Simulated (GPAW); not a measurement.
Runs of GPAW 26.7.0 on ZnO (zincite). Symmetry: P6_3mc, No. 186, hexagonal system. Conventional cell: a = 3.249 Å, b = 3.249 Å, c = 5.206 Å, α = 90.00°, β = 90.00°, γ = 120.00°. Zn (site symmetry 3m) is surrounded by 4 O at 1.97 to 1.98 Å. Around O (site symmetry 3m) lie 4 Zn at 1.97 to 1.98 Å. 

```tsv
task	level	potentials or basis	band path	band points	gap on the mesh (eV)	pressure (GPa)	largest force (eV/Å)
band structure	MS2	GPAW PAW data sets (gpaw-data 1.2.1), pw	GMKGALHA,LM,KH	100	0.73	0.0	0.08
band structure	BEEF-vdW	GPAW PAW data sets (gpaw-data 1.2.1), pw	GMKGALHA,LM,KH	100	1.07	-	0.09
band structure	AM05	PAW data sets generated in the run's folder for this functional, pw	GMKGALHA,LM,KH	100	0.81	(a)	(b)
band structure	LDA	PAW data sets generated in the run's folder for this functional, pw	GMKGALHA,LM,KH	100	0.73	-8.3	0.05
```

Alike in all rows: no spin polarisation; cell as given; k mesh 6 × 6 × 3; cutoff (eV) 800; smearing fermi-dirac 0.05 eV; the mesh is coarse, so values aren't converged.

Q: Fill in the values left out.

A: (a) -0.3; (b) 0.07.

Caveats: the PAW data sets were made with another functional, which shifts forces and pressure a little (some runs).

Runs at the PBE level aren't shown here.
